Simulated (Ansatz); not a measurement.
# Fe (P6_3/mmc) in Ansatz: relaxation of cell and atoms with PBEsol0

Aim: the relaxation of cell and atoms of Fe with PBEsol0.

All numbers are computed with Ansatz 0.2.0; they aren't measurements. Logs are shortened: lines on timing, memory, paths and dates and some standing lists are left out, and cuts for length are marked.

## (1) The structure

Symmetry: P6_3/mmc, No. 194, hexagonal system. Conventional cell: a = 2.434 Å, b = 2.434 Å, c = 3.842 Å, α = 90.00°, β = 90.00°, γ = 120.00°. Fe (site symmetry -6m2) has 12 Fe at 2.38 to 2.43 Å as nearest neighbours.

This isn't the form of Fe at room conditions, which is bcc.

## (2) Relaxation of cell and atoms, PBEsol0, collinear spin, ferromagnetic start

The input, input.yaml:

```yaml
crystal:
  lattice:
    - [2.4341575853, 0.0, 0.0]
    - [-1.2170787927, 2.1080423057, 0.0]
    - [0.0, 0.0, 3.84193447]
  atoms:
    - { symbol: Fe, position: [0.6666666667, 0.3333333333, 0.75], spin: 3.0 }
    - { symbol: Fe, position: [0.3333333333, 0.6666666667, 0.25], spin: 3.0 }
hamiltonian:
  xc: { exchange: pbesol, correlation: pbesol, exx: { coeff: 0.25 } }
  pseudopotentials: { kind: paw }
magnetization:
  spin_polarized: true
kpoints:
  mp_grid: { grid: [6, 6, 4] }
scf:
  occupations: { method: fermi_dirac, width: 0.05 }
output:
  forces: true
  stress: true
relax:
  f_tol: 0.01
  max_steps: 40
  cell: { stress_tol: 0.05 }
```

Potentials or basis: Ansatz PAW.

Started as:

```console
$ ansatz run input.yaml --threads 2 --pin off --max-ram 5632MiB --backend cpu --events-out ev --progress --plain --runs-dir out
```

Output:

```text
Warning: RAYON_NUM_THREADS=2 ignored (pool sized by the plan → 2); use --threads N
Engine: ansatz 0.2.0, x86_64-unknown-linux-gnu
Pseudopotentials: kind: paw
Pseudopotential: Fe, paw, valence charge 16, recommended cutoff 420 eV (normal), Fe.paw.azcp
Functional definition: unnamed
  parameter a_1 = 0.25
  exchange = (1 - a_1)*pbe_x(mu = 0.12345679012345678) + a_1*exact_x
  correlation = pbe_c(beta = 0.046)
Crystal: 2 atoms, lattice volume = 19.714 Å³
Basis set: ecut = 420 eV, 391 PW (Γ), exchange–correlation on 36×36×54 points (8 copies of the dense FFT grid, shifted against one another)
Bands: 23, of which v1, the nominal top of the filled ones, is band 16 counted from 1 (15 counted from 0)
Symmetry: 24 space group operations
Space group: P63/mmc (ITA 194), of the structure as read, at distance tolerance 2.7e-5 Å
Magnetic group: BNS 194.263 (UNI 1493), of the structure as read, at distance tolerance 2.7e-5 Å
k-points: 21 of 144
Non-local potential: Fe, projectors of the file, l = 0: 3, l = 1: 2, l = 2: 3, l = 3: 1
PAW form: soft (Blöchl's): semilocal exchange-correlation on the pseudo side does not see the compensation charge
PAW frozen core: Fe, regenerated for the run's functional, and the local potential with it (the file was generated under x = pbe(κ = 0.804, μ = 0.2195149727645171), c = pbe(β = 0.06672455060314922))
PAW one-centre angular grid: Fe, 590 points (default); XC on 64 Gauss nodes
Initial density: superposition of atomic densities (chi_scale 0.1, normalization cell)
Starting moments: Σ|m| = 6 μB on 2 of 2 sites
Initial wavefunctions: pseudopotential atomic-orbital guess
Functional: x = pbesol(κ = 0.804, μ = 0.12345679012345678), c = pbesol(β = 0.046), warm-up for x = 0.75 pbesol(κ = 0.804, μ = 0.12345679012345678) + 0.25 exact, c = pbesol(β = 0.046)
iter 1 solved again at ethr=4.38e-3 eV; its pass at ethr=1.00e-1 eV (dr2=1.40e0 eV) is discarded
SCF iter   1: F=—  HF=-8896.810476 eV  |F-HF|=—  |Δ(HF+E_count)|=         —  Δρ=1.50e-1 (↑1.50e-1 ↓6.50e-2)  dr2=1.36e0  dr2_m=1.90e0  M=3.976 μB ∫|m|=3.997 μB  β_m=0.30  ethr=4.38e-3  ⟨swp⟩=2.9  Hψ=4751  notcnv=0
preconditioner: auto → none  [metal: Δε(μ)=0.009 eV  Ē_g=10.053 eV  σ=0.050 eV  W_gap=0.05  n_scr=2 (ndim 8)  ℏωp=33.5 eV  f_vac=0.000  D(μ)=5.60/eV (n_scr^D=122)  sad-step TF]
SCF iter   2: F=—  HF=-8896.850980 eV  |F-HF|=—  |Δ(HF+E_count)|=   4.05e-2  Δρ=1.09e-1 (↑1.09e-1 ↓6.37e-2)  dr2=3.92e-1  dr2_m=1.30e0  M=3.727 μB ∫|m|=3.764 μB  β_m=0.30  ethr=4.24e-3  ⟨swp⟩=2.0  Hψ=1932  notcnv=0
iter 3 solved again at ethr=1.81e-5 eV; its pass at ethr=1.22e-3 eV (dr2=5.78e-3 eV) is discarded
SCF iter   3: F=—  HF=-8896.902036 eV  |F-HF|=—  |Δ(HF+E_count)|=   5.11e-2  Δρ=6.81e-2 (↑6.47e-2 ↓6.81e-2)  dr2=5.70e-3  dr2_m=7.94e-1  M=3.578 μB ∫|m|=3.632 μB  β_m=0.30  ethr=1.81e-5  ⟨swp⟩=4.0  Hψ=4603  notcnv=0  defer=11
SCF iter   4: F=—  HF=-8897.013827 eV  |F-HF|=—  |Δ(HF+E_count)|=   1.12e-1  Δρ=7.53e-2 (↑7.53e-2 ↓6.25e-2)  dr2=2.62e-2  dr2_m=8.57e-1  M=3.232 μB ∫|m|=3.304 μB  β_m=0.30  ethr=1.78e-5  ⟨swp⟩=3.2  Hψ=2661  notcnv=0  defer=2
SCF iter   5: F=—  HF=-8897.102408 eV  |F-HF|=—  |Δ(HF+E_count)|=   8.86e-2  Δρ=6.57e-2 (↑6.57e-2 ↓6.45e-2)  dr2=9.55e-4  dr2_m=7.65e-1  M=2.962 μB ∫|m|=3.050 μB  β_m=0.30  ethr=1.78e-5  ⟨swp⟩=3.9  Hψ=2726  notcnv=0
SCF iter   6: F=—  HF=-8897.185046 eV  |F-HF|=—  |Δ(HF+E_count)|=   8.26e-2  Δρ=6.68e-2 (↑6.68e-2 ↓6.34e-2)  dr2=3.30e-3  dr2_m=7.65e-1  M=2.662 μB ∫|m|=2.768 μB  β_m=0.30  ethr=2.98e-6  ⟨swp⟩=3.0  Hψ=2225  notcnv=0
SCF iter   7: F=—  HF=-8897.264383 eV  |F-HF|=—  |Δ(HF+E_count)|=   7.93e-2  Δρ=6.89e-2 (↑6.89e-2 ↓5.97e-2)  dr2=1.70e-2  dr2_m=7.43e-1  M=2.385 μB ∫|m|=2.503 μB  β_m=0.30  ethr=2.98e-6  ⟨swp⟩=3.4  Hψ=2225  notcnv=0
SCF iter   8: F=—  HF=-8897.329281 eV  |F-HF|=—  |Δ(HF+E_count)|=   6.49e-2  Δρ=6.21e-2 (↑6.21e-2 ↓5.60e-2)  dr2=6.86e-3  dr2_m=6.28e-1  M=2.183 μB ∫|m|=2.303 μB  β_m=0.30  ethr=2.98e-6  ⟨swp⟩=3.6  Hψ=2545  notcnv=0
SCF iter   9: F=—  HF=-8897.383850 eV  |F-HF|=—  |Δ(HF+E_count)|=   5.46e-2  Δρ=5.37e-2 (↑5.34e-2 ↓5.37e-2)  dr2=2.61e-4  dr2_m=5.17e-1  M=2.009 μB ∫|m|=2.129 μB  β_m=0.30  ethr=2.98e-6  ⟨swp⟩=4.0  Hψ=2933  notcnv=0
SCF iter  10: F=—  HF=-8897.431716 eV  |F-HF|=—  |Δ(HF+E_count)|=   4.79e-2  Δρ=5.33e-2 (↑5.33e-2 ↓4.77e-2)  dr2=5.04e-3  dr2_m=4.60e-1  M=1.830 μB ∫|m|=1.946 μB  β_m=0.30  ethr=8.15e-7  ⟨swp⟩=3.7  Hψ=2586  notcnv=0
SCF iter  11: F=—  HF=-8897.473445 eV  |F-HF|=—  |Δ(HF+E_count)|=   4.17e-2  Δρ=5.23e-2 (↑5.23e-2 ↓4.51e-2)  dr2=8.39e-3  dr2_m=4.26e-1  M=1.645 μB ∫|m|=1.759 μB  β_m=0.30  ethr=8.15e-7  ⟨swp⟩=4.1  Hψ=2561  notcnv=0
SCF iter  12: F=—  HF=-8897.508951 eV  |F-HF|=—  |Δ(HF+E_count)|=   3.55e-2  Δρ=4.73e-2 (↑4.73e-2 ↓4.61e-2)  dr2=9.52e-4  dr2_m=3.93e-1  M=1.466 μB ∫|m|=1.580 μB  β_m=0.30  ethr=8.15e-7  ⟨swp⟩=4.2  Hψ=3009  notcnv=0
SCF iter  13: F=—  HF=-8897.546357 eV  |F-HF|=—  |Δ(HF+E_count)|=   3.74e-2  Δρ=4.94e-2 (↑4.94e-2 ↓4.28e-2)  dr2=7.99e-3  dr2_m=3.80e-1  M=1.282 μB ∫|m|=1.395 μB  β_m=0.30  ethr=8.15e-7  ⟨swp⟩=3.6  Hψ=2435  notcnv=0
SCF iter  14: F=—  HF=-8897.577531 eV  |F-HF|=—  |Δ(HF+E_count)|=   3.12e-2  Δρ=4.28e-2 (↑4.28e-2 ↓4.23e-2)  dr2=9.23e-4  dr2_m=3.26e-1  M=1.139 μB ∫|m|=1.250 μB  β_m=0.30  ethr=8.15e-7  ⟨swp⟩=4.2  Hψ=2890  notcnv=0
SCF iter  15: F=—  HF=-8897.606900 eV  |F-HF|=—  |Δ(HF+E_count)|=   2.94e-2  Δρ=4.23e-2 (↑4.23e-2 ↓3.77e-2)  dr2=3.56e-3  dr2_m=2.87e-1  M=1.004 μB ∫|m|=1.108 μB  β_m=0.30  ethr=8.15e-7  ⟨swp⟩=3.6  Hψ=2421  notcnv=0
Mixer restart at iter 15: flushing history
[... 574 lines left out ...]
hybrid outer 2: dexx = +1.251e-12 eV, tail = 8.30e-12 eV, first dr2_mag = 2.40e-12 eV (risen), Δε = 2.61e-6 eV (about 2.61e-6 eV left of the loop's levels)
Frozen-core exchange: fock
SCF iter   1: F=—  HF=-8909.634817 eV  |F-HF|=—  |Δ(HF+E_count)|=         —  Δρ=1.87e-7 (↑1.87e-7 ↓7.35e-8)  dr2=1.44e-12  dr2_m=2.58e-12  M=0.306 μB ∫|m|=0.345 μB  β_m=0.30  ethr=1.36e-12 (applied; sched 1.00e-12)  ⟨swp⟩=9.9  Hψ=3013  notcnv=0
preconditioner: auto → none  [insulator: Δε(μ)=0.401 eV  Ē_g=12.525 eV  σ=0.050 eV  W_gap=0.68  n_scr=2 (ndim 8)  ℏωp=34.3 eV  f_vac=0.000  D(μ)=0.20/eV (n_scr^D=0)]
SCF iter   2: F=-8909.634817 eV  HF=-8909.634817 eV  |F-HF|=3.64e-12  |Δ(HF+E_count)|=    0.00e0  Δρ=1.24e-7 (↑1.24e-7 ↓6.23e-8)  dr2=7.39e-13  dr2_m=1.38e-12  M=0.306 μB ∫|m|=0.345 μB  ethr=1.00e-12  ⟨swp⟩=2.0  Hψ=1648  notcnv=0
SCF 45 converged in 2 iterations: F = -8909.634817 eV  dr2 = 7.39e-13
  Residual-converged pass: ⟨swp⟩=3.1  Hψ=2109  notcnv=0  max |occ|·‖R‖ = 9.8e-9 eV (tolerance 1.0e-8 eV)  dr2=7.32e-13  dr2_m=1.39e-12  dr2_onsite=1.29e-12  max |Δocc| = 1.4e-14
hybrid outer 3: dexx = +6.253e-13 eV, tail = 6.80e-12 eV, first dr2_mag = 2.58e-12 eV (risen), Δε = 1.65e-6 eV (about 1.65e-6 eV left of the loop's levels), ΔF = 3.70e-17 eV/Å (tail 2.86e-5)
Frozen-core exchange: fock
SCF iter   1: F=—  HF=-8909.634817 eV  |F-HF|=—  |Δ(HF+E_count)|=         —  Δρ=1.59e-7 (↑1.59e-7 ↓8.02e-8)  dr2=6.33e-13  dr2_m=2.33e-12  M=0.306 μB ∫|m|=0.345 μB  β_m=0.30  ethr=1.28e-12 (applied; sched 1.00e-12)  ⟨swp⟩=9.0  Hψ=2828  notcnv=0
preconditioner: auto → none  [insulator: Δε(μ)=0.401 eV  Ē_g=12.524 eV  σ=0.050 eV  W_gap=0.68  n_scr=2 (ndim 8)  ℏωp=34.3 eV  f_vac=0.000  D(μ)=0.20/eV (n_scr^D=0)]
SCF iter   2: F=-8909.634817 eV  HF=-8909.634817 eV  |F-HF|=1.82e-12  |Δ(HF+E_count)|=  1.82e-12  Δρ=1.08e-7 (↑1.08e-7 ↓6.55e-8)  dr2=3.63e-13  dr2_m=1.25e-12  M=0.306 μB ∫|m|=0.345 μB  ethr=1.00e-12  ⟨swp⟩=2.0  Hψ=1648  notcnv=0
SCF 46 converged in 2 iterations: F = -8909.634817 eV  dr2 = 3.63e-13
  Residual-converged pass: ⟨swp⟩=3.0  Hψ=2011  notcnv=0  max |occ|·‖R‖ = 9.8e-9 eV (tolerance 1.0e-8 eV)  dr2=3.60e-13  dr2_m=1.26e-12  dr2_onsite=1.07e-12  max |Δocc| = 2.4e-15
hybrid outer 4: dexx = +2.842e-13 eV, tail = 5.37e-12 eV, Δε = 1.07e-6 eV (about 1.07e-6 eV left of the loop's levels), ΔF = 5.55e-17 eV/Å (tail 2.54e-5)
the starting moments were not kept: the SCF closed with an absolute magnetisation of 3.4e-1 μB, where they sum to 6 μB in size (2 sites). That is at most 0.1 of that sum.
this state was not tested for a lower state beside it, because the functional holds exact exchange (a hybrid, or Hartree-Fock), whose exchange loop this test does not read (fock_operator); the stability check (scf.self_checks: high) cannot read this state: a pseudopotential is PAW: the check reads norm-conserving sets alone
relax step   8: F+E_penalty+E_count = -8909.63481700 eV  Δ(F+E_penalty+E_count) = -1.637e-11 eV  max|allowed force component| = 2.313e-17 eV/Å  Δτ_max = 0.0000 Å  P = -0.000 GPa  Ω = 18.741 Å³  stress off target by 1.41e-3 GPa  SCF on the basis re-selected at this cell (its energy is not comparable with the rows above)  (8 SCF iters)
basis re-selected at this cell: Δ(F+E_penalty+E_count) = -1.637e-11 eV, ΔP = +0.001 GPa vs the last step (what re-selecting the basis moved, of the pressure what is left beyond the Pulay correction that the steps carried, after the strain that the cell walked since its last selection, with what the two solves' SCF thresholds leave and, on support functions, any second-order correction that the steps lacked; it is no measure of the basis error at this ecutwfc). This SCF's stress stands 1.41e-3 GPa from its target on what of the cell is left free (relax.cell.stress_tol is 5.00e-2 GPa) and its largest allowed force component is 2.31e-17 eV/Å (relax.f_tol is 1.00e-2 eV/Å): within both
hybrid SCF converged: 4 outer / 8 inner (+0 warm-up), last move |dexx| = 2.84e-13 eV, tail = 5.37e-12 eV
Magnetization: 0.3061 μB (16.1530 up, 15.8470 down)
Absolute magnetization: 0.3445 μB (∫|ρ↑−ρ↓|, with the PAW one-centre terms)
Spin contamination: 0.0137 ħ² per cell (⟨S²⟩ above its minimum at these occupations)
Per-site moments (μB) at R_I (Å): [(0.16092726418882952, 0.962187956361733), (0.16092726418882966, 0.962187956361733)]
Free energy (F): -8909.634817 eV
Frozen-core exchange: fock
Harris-Foulkes:  -8909.634817 eV  (|F-HF|=1.82e-12)
Internal energy: -8909.633240 eV  (E = F + TS)
E sigma→0 (E₀):  -8909.634028 eV
Entropy (-TS):   -0.001577 eV (-0.789 meV/atom)
Fermi energy:    22.822655 eV
--- Per-component energies (eV) ---
  E_band       = -398.281566
  E_kinetic    = 721.139129
  E_local      = -3639.743795  (includes V_loc(G=0)·N_el)
  E_nonlocal   = 427.813497
  E_hartree    = 1549.995013
  E_xc         = -186.130593
  E_vxc        = -240.290222  (∫ρ·V_xc dr)
  E_exx        = -157.267818  (= α·E_x^exact, valence–valence)
  E_paw        = -2576.726036  (= ΣΔE_a)
  E_vpaw       = -452.656322  (= ΣTr[D̂ρ^β])
  E_aug_tail   = 0.001763  (compensation charges beyond the density's cutoff)
  E_ewald      = -5048.565576
  E_core_change = -0.148824  (= ΣΔE_core)
  E_smearing   = -0.001577  (= −TS)
  E_closure    = -0.000000  (closes the sum)
  Σ components = -8909.634817   (vs F -8909.634817, Δ=-1.82e-12)
--- Forces (eV/Å), atoms counted from 1 ---
  atom   1  Fe    -0.00000000     0.00000000     0.00000000
  atom   2  Fe     0.00000000    -0.00000000    -0.00000000
  max |Σ_I F_I| component: 9.25e-18 eV/Å
--- Stress (GPa, compression-positive) ---
       -0.001216       0.000000       0.000000
        0.000000      -0.001216       0.000000
        0.000000       0.000000       0.001412
  P = ⅓ Tr σ = -0.0003 GPa (-0.003 kbar)
--- Band table (eV; the first three rows and the last of 42) ---
  k-point 0 ↑: bands = ["-70.6660", "-70.4462", "-35.6366", "-34.7467", "-34.7467", "-34.6224", "-34.5903", "-34.5903", "11.7337", "15.8035", "19.7034", "19.7034", "20.1215", "20.3394", "20.3394", "20.3401", "20.3401", "23.7284", "23.7284", "23.7958", "34.3198"]
  k-point 1 ↑: bands = ["-70.6337", "-70.4784", "-35.4921", "-34.7747", "-34.7234", "-34.7234", "-34.6122", "-34.6122", "12.5814", "15.7795", "19.3215", "19.3215", "19.8327", "19.9489", "19.9489", "21.2682", "21.3476", "21.3476", "23.7696", "23.7696", "37.4484"]
  k-point 2 ↑: bands = ["-70.5562", "-70.5562", "-35.1378", "-35.1378", "-34.6692", "-34.6692", "-34.6692", "-34.6692", "14.6024", "14.6024", "19.3848", "19.3848", "19.3848", "19.3848", "19.5642", "19.5642", "23.2039", "23.2039", "23.2039", "23.2039", "42.9930"]
  k-point 20 ↓: bands = ["-70.1869", "-70.1869", "-35.1021", "-35.1021", "-34.8727", "-34.8727", "-34.4471", "-34.4471", "17.7777", "17.7777", "17.9425", "17.9425", "19.3198", "19.3198", "21.4329", "21.4329", "24.4593", "24.4593", "31.7941", "31.7941", "33.8175"]
  guard bands above this table: 2 of the run's 23 bands, where the rule asks 3: the bands that hold charge and the lowest empty level above them stay in the table. The solve was not asked for them (output.publish_guard_bands: true or output.eigenvalues: true publishes all)
--- Relaxed structure (6 steps of the walk, 6 accepted, 2 SCFs on fresh bases) ---
  F+E_penalty+E_count = -8909.63481700 eV   max|allowed force component| = 2.313e-17 eV/Å   (the final SCF, on the basis selected at the relaxed cell)
  cell:  # Å, volume = 18.7412 Å³
    - [2.401852184988444, 2.8484417176194897e-11, 9.255401194417149e-34]
    - [-1.20092609251889, 2.080065008320911, 4.640120171117319e-34]
    - [1.4608193445088181e-33, 9.58662694833912e-34, 3.75123989450104]
  atoms:
    - { symbol: Fe, position: [0.6666666666666666, 0.3333333333333333, 0.75] }
    - { symbol: Fe, position: [0.33333333333333326, 0.6666666666666667, 0.25] }
```

It took 7.2 min on 2 threads of Intel Xeon at 2.50GHz (Skylake/Cascade Lake), shared host; peak memory 0.67 GiB.

Results:

- Free energy: -8909.6348 eV
- Relaxed volume: 9.37 Å³/atom
- Relaxed cell: a = 2.402 Å, b = 2.402 Å, c = 3.751 Å, α = 90.00°, β = 90.00°, γ = 120.00°
- Space group after relaxing (to 0.05 Å): P6_3/mmc (No. 194)
- Energy gained by relaxing: 28.6 meV/atom
- Ionic steps: 8
- Pressure after relaxing: 0.0 GPa
- Band gap on the k mesh: none (metal or under the smearing width)
- Net moment: 0.31 μB per cell
- Absolute moment: 0.34 μB per cell
- Site moments: Fe +0.16 μB

Step by step:
| step | energy change (eV) | largest force (eV/Å) | volume (Å³) |
| --- | --- | --- | --- |
| 1 | 0.0000 | 0.0000 | 19.71 |
| 2 | -0.0475 | 0.0000 | 19.14 |
| 3 | -0.0587 | 0.0000 | 18.69 |
| 4 | -0.0588 | 0.0000 | 18.74 |
| 5 | -0.0588 | 0.0000 | 18.73 |
| 6 | -0.0571 | 0.0000 | 18.73 |
| 7 | -0.0571 | 0.0000 | 18.74 |
| 8 | -0.0571 | 0.0000 | 18.74 |

Final structure:
```cif
data_structure
_symmetry_space_group_name_H-M 'P 1'
_symmetry_Int_Tables_number 1
_cell_length_a 2.4019
_cell_length_b 2.4019
_cell_length_c 3.7512
_cell_angle_alpha 90.000
_cell_angle_beta 90.000
_cell_angle_gamma 120.000
_cell_volume 18.74
loop_
_atom_site_label
_atom_site_type_symbol
_atom_site_fract_x
_atom_site_fract_y
_atom_site_fract_z
_atom_site_occupancy
Fe1 Fe 0.66667 0.33333 0.75000 1
Fe2 Fe 0.33333 0.66667 0.25000 1
```

Caveat: the k mesh is coarse (spacing up to 0.50 Å⁻¹), so the values aren't converged, least of all with exact exchange; the magnetic or orbital state may not be the lowest; the plane-wave basis is chosen anew once the cell has moved, so the energies of steps on either side of that aren't comparable; the PAW data sets come from PBE, with cores solved anew for the run's functional, which leaves a small shift of forces and pressure; the starting moments weren't kept.
